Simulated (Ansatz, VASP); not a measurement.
# One calculation of Hf7S, two programs

The input INCAR:

```
SYSTEM = Hf7S
PREC = Accurate ; ENCUT = 520
EDIFF = 1E-7 ; ISMEAR = 0
SIGMA = 0.1 ; LREAL = .False.
LASPH = .True. ; NELM = 80
ALGO = Normal ; ISIF = 2
LWAVE = .False. ; LCHARG = .False.
GGA = PE ; NBANDS = 48
```

The input KPOINTS:

```
Automatic mesh
0
Gamma
  4 4 4
  0 0 0
```

POSCAR

```
Hf7S
1.0
    0.0000000000      4.1586647600      4.1586647600
    4.1586647600      0.0000000000      4.1586647600
    4.1586647600      4.1586647600      0.0000000000
Hf S
7 1
Direct
    0.5000000000      0.5000000000      0.5000000000
    0.0000000000      0.5000000000      0.0000000000
    0.5000000000      0.0000000000      0.0000000000
    0.0000000000      0.5000000000      0.5000000000
    0.5000000000      0.0000000000      0.5000000000
    0.0000000000      0.0000000000      0.5000000000
    0.5000000000      0.5000000000      0.0000000000
    0.0000000000      0.0000000000      0.0000000000
```

Input for Ansatz:

```yaml
crystal:
  lattice:
    - [0.0, 4.15866476, 4.15866476]
    - [4.15866476, 0.0, 4.15866476]
    - [4.15866476, 4.15866476, 0.0]
  atoms:
    - { symbol: Hf, position: [0.5, 0.5, 0.5] }
    - { symbol: Hf, position: [0.0, 0.5, 0.0] }
    - { symbol: Hf, position: [0.5, 0.0, 0.0] }
    - { symbol: Hf, position: [0.0, 0.5, 0.5] }
    - { symbol: Hf, position: [0.5, 0.0, 0.5] }
    - { symbol: Hf, position: [0.0, 0.0, 0.5] }
    - { symbol: Hf, position: [0.5, 0.5, 0.0] }
    - { symbol: S, position: [0.0, 0.0, 0.0] }
basis:
  ecutwfc: 420
kpoints:
  mp_grid: { grid: [4, 4, 4] }
hamiltonian:
  xc: pbe
scf:
  occupations: { method: gaussian, width: 0.1 }
  lower_state_search: "off"
output:
  forces: true
  stress: true
  eigenvalues: true
```

Change from the starting cell: species swapped into the SbPt7 type (Fm-3m, No. 225).

Alike in both runs: task single point; functional PBE; k mesh 4 × 4 × 4; occupations gaussian, width 0.1 eV; no spin polarisation.

|  | VASP | Ansatz |
| --- | --- | --- |
| version | VASP 6.6.1 | Ansatz 0.2.0 |
| potentials or method | VASP PAW PBE potentials, release 64 (Hf_pv, S) | scalar-relativistic, plane waves, PAW |
| plane-wave cutoff (eV) | 520 | 420 |
| valence electrons in the cell | 76 | 188 |

|  | VASP | Ansatz | Ansatz less VASP |
| --- | --- | --- | --- |
| gap on the k mesh at the Fermi level (eV) | none | none | - |
| pressure (GPa) | 21.5 | 22.1 | +0.58 |

A gap of «none» marks a metal or a gap that the smearing closes. The two sets of potentials don't hold the same shells in valence.

Caveats: so large a pressure means that the cell lies far from this level's equilibrium, or that cutoff or potentials fall short (VASP). The runs have no spin-orbit coupling, so splittings on Hf are missing.
